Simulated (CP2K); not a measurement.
Runs of CP2K 2026.2 on C. The structure is hexagonal, space group P6_3/mmc (No. 194). Conventional cell: a = 2.522 Å, b = 2.522 Å, c = 8.237 Å, α = 90.00°, β = 90.00°, γ = 120.00°. Around C (site symmetry 3m) lie 4 C at 1.54 Å. Around C (site symmetry 3m) lie 4 C at 1.54 Å. This is a hexagonal form of diamond, not graphite.

| level | gap on the mesh (eV) | pressure (GPa) | largest force (eV/Å) |
| --- | --- | --- | --- |
| RPBE | 5.04 | 5.7 | 0.34 |
| WC | 4.88 | 1.4 | 0.35 |
| PBE | 4.98 | 4.3 | 0.34 |
| TASK | (b) | 10.5 | (a) |
| PBEsol | 4.84 | 0.9 | 0.34 |

Alike in all rows: task atomic charges; potentials or basis POTENTIAL_UZH C GTH-PBE-q4; DZVP-MOLOPT-PBE-GTH basis; no spin polarisation; cell as given; k mesh 9 × 9 × 3; smearing fermi-dirac 0.05 eV.

Task: Fill in the values left out.

Result: (a) 0.40; (b) 5.00.

Caveats: an odd mesh through Γ misses points on the zone boundary, where band edges often lie; the basis of atomic orbitals isn't converged, which shifts pressures, moduli and gaps; the potentials were made for another functional, which shifts forces and pressure (some runs).
